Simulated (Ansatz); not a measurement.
Crystal: Te2Mo.

```xyz
6
Lattice="3.5182 0.0000 0.0000 -1.7591 3.0469 0.0000 0.0000 0.0000 13.9736" Properties=species:S:1:pos:R:3 pbc="T T T"
Te    1.7591    1.0156    5.2960
Te    0.0000    2.0312   12.2828
Te    1.7591    1.0156    1.6908
Te    0.0000    2.0312    8.6776
Mo    1.7591    1.0156   10.4802
Mo    0.0000    2.0312    3.4934
```

Base run:

| Property | Result |
| --- | --- |
| Program | Ansatz 0.2.0 |
| Functional | LDA |
| Potentials or basis | all-electron LAPW, scalar-relativistic |
| Cutoff | 241 eV (chosen from the basis error) |
| Basis error allowed | 0.002 eV/atom |
| k mesh | 9 × 9 × 2 |
| Occupations | fermi-dirac, width 0.05 eV |
| Spin | no spin polarisation |

Its results: band gap on the k mesh 0.76 eV, indirect (least direct gap 1.03 eV); pressure -3.0 GPa; largest force 0.289 eV/Å.

The run is repeated on the same cell with these changes: functional from LDA to PBEsol. What comes out?

Band gap on the k mesh 0.76 eV, indirect (least direct gap 1.04 eV); pressure -1.1 GPa; largest force 0.090 eV/Å.

PBEsol binds less tightly than LDA, so the same cell stands under more pressure.

Caveats: spin-orbit coupling is left out, which moves the levels of the heavy elements; this functional lacks dispersion, which binds the layers, so the pressure and a relaxed spacing across them are unreliable (some runs).

A k mesh can miss the band edges.
